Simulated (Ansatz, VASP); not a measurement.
# H: VASP beside Ansatz

```
H
1.0
     2.62348   -2.56690    0.00000
     2.62348    2.56690    0.00000
     0.00000    0.00000    4.14182
H
4
Cartesian
  2.6235 -2.3271 0.2838
  2.6235 0.2398 1.7872
  2.6235 -0.2398 2.3547
  2.6235 2.3271 3.8581
```

Alike in both runs: task single point; functional PBEsol; k mesh 8 × 8 × 6; occupations gaussian, width 0.05 eV; no spin polarisation.

```csv
,VASP,Ansatz
version,VASP 6.6.1,Ansatz 0.2.0
potentials or method,"VASP PAW PBE potentials, release 64 (H)","scalar-relativistic, plane waves, PAW"
plane-wave cutoff (eV),520,420
valence electrons in the cell,4,4
```

Ansatz gave:

| Item | Value |
| --- | --- |
| gap on the k mesh at the Fermi level (eV) | 9.14 |
| least direct gap on the mesh (eV) | 9.77 |
| pressure (GPa) | 0.8 |
| largest component of the traceless stress (GPa) | 0.80 |
| rms of the force components (eV/Å) | 0.331 |

Q: What did VASP give for the same quantities?

A: gap on the k mesh at the Fermi level (eV): 9.14; least direct gap on the mesh (eV): 9.76; pressure (GPa): 0.7; largest component of the traceless stress (GPa): 0.79; rms of the force components (eV/Å): 0.332.

Atom by atom the forces differ by 0.001 eV/Å (rms over components). With one functional, cell and mesh, what is left measures potentials, basis and numerics.

Caveats: the PAW data sets were made with another functional, which shifts forces and pressure a little (VASP). PBEsol gaps usually lie below the measured ones, often by a third to a half. A k mesh can miss the band edges.
